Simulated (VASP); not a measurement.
# InP in VASP 6.6.1, single-point calculation

INCAR

```
SIGMA = 0.02
NBANDS = 16
NSW = 0
LASPH = .TRUE.
LREAL = .FALSE.
NELM = 88
ISIF = 2
IBRION = -1
ISMEAR = -1
PREC = Accurate
ENCUT = 520
GGA = XX
LCHARG = .FALSE.
EDIFF = 1E-7
LWAVE = .FALSE.
```

KPOINTS

```
KPOINTS created by Atomic Simulation Environment
0
Gamma
8 8 8
0 0 0
```

POSCAR

```
In P
 1.0000000000000000
     0.0000000000000000    2.9537876347999998    2.8651740058000001
     2.9537876347999998    0.0000000000000000    2.8651740058000001
     2.9537876347999998    2.9537876347999998    0.0000000000000000
 In  P
   1   1
Cartesian
  0.0000000000000000  0.0000000000000000  0.0000000000000000
  1.4768938173999999  1.4768938173999999  1.4325870029000001
```

The recommended PBE PAW datasets give the neutral cell 18 valence electrons.

Command

```
mpirun -np 1 vasp_std
```

Standard output (part)

```
POSCAR found type information on POSCAR InP
 POSCAR found :  2 types and       2 ions
|     EEEEEEE  RRRRRR   RRRRRR   OOOOOOO  RRRRRR      ###     ###     ###     |
|     E        R     R  R     R  O     O  R     R     ###     ###     ###     |
|     E        R     R  R     R  O     O  R     R     ###     ###     ###     |
|     EEEEE    RRRRRR   RRRRRR   O     O  RRRRRR       #       #       #      |
|     E        R    R   R    R   O     O  R    R      ###     ###     ###     |
|     EEEEEEE  R     R  R     R  OOOOOOO  R     R     ###     ###     ###     |
|     Error: One of the selected functionals does not exist.                  |
|       ---->  I REFUSE TO CONTINUE WITH THIS SICK JOB ... BYE!!! <----       |
```

VASP stopped before the first electronic step.

Q: Find the fault in these files.

A: Unknown functional word. VASP stopped before the first electronic step.
